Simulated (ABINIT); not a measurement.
Wanted: the native input for an ABINIT 10.8.3 (patched build) run.

```yaml
Task: single point
Functional: PBEsol
Potentials_or_basis: PseudoDojo NC SR PBEsol v0.4.1 standard
Cutoff: 952 eV
k_mesh: 11 × 11 × 11
Occupations: fermi-dirac, width 0.05 eV
Spin: no spin polarisation
```

The system is In.

```
In
1.0
    -1.64299    1.57678    2.43209
     1.65802   -1.63180    2.47812
     1.65199    1.64080   -2.46824
In
1
Direct
  0.99147 0.00315 0.99997
```

The cell isn't the ideal one: cell strained at random at fixed volume.

The input as run:

run.abi

```
# Pseudopotentials
pp_dirpath "./"
pseudos "In.upf"

# Structure
acell 3*1.0 Angstrom
rprim
    -1.6429890000     1.5767760000     2.4320890000
     1.6580180000    -1.6317970000     2.4781180000
     1.6519890000     1.6407960000    -2.4682430000
ntypat 1
znucl 49
natom 1
typat 1
xred
    -0.0085280000     0.0031470000    -0.0000280000
chkprim 0
chksymtnons 0
tolsym 1.0e-6

# Plane-wave basis
ecut 35.0

# k points
kptopt 1
ngkpt 11 11 11
nshiftk 1
shiftk 0.0 0.0 0.0

# Exchange and correlation
ixc -116133

# Bands and occupations
nband 11
occopt 3
tsmear 0.05 eV

# SCF cycle
nstep 100
tolvrs 1.0e-10

# Output
iomode 3
prtwf 0
prtden 0
prteig 0
prtebands 0
enunit 1
```

Potentials or basis: PseudoDojo NC SR PBEsol v0.4.1 standard.

Run with:

```bash
$ abinit run.abi > log 2>&1
```

It gave:

| Item | Value |
| --- | --- |
| Pressure | -0.9 GPa |
| Band gap on the k mesh | none (metal or under the smearing width) |
| Valence electrons inside the program's atomic spheres | In 9.90 (radii [1.0584] Å) |

It took 4.9 min on 1 thread of Arm Neoverse V2, on a shared host, peak memory 0.27 GiB.
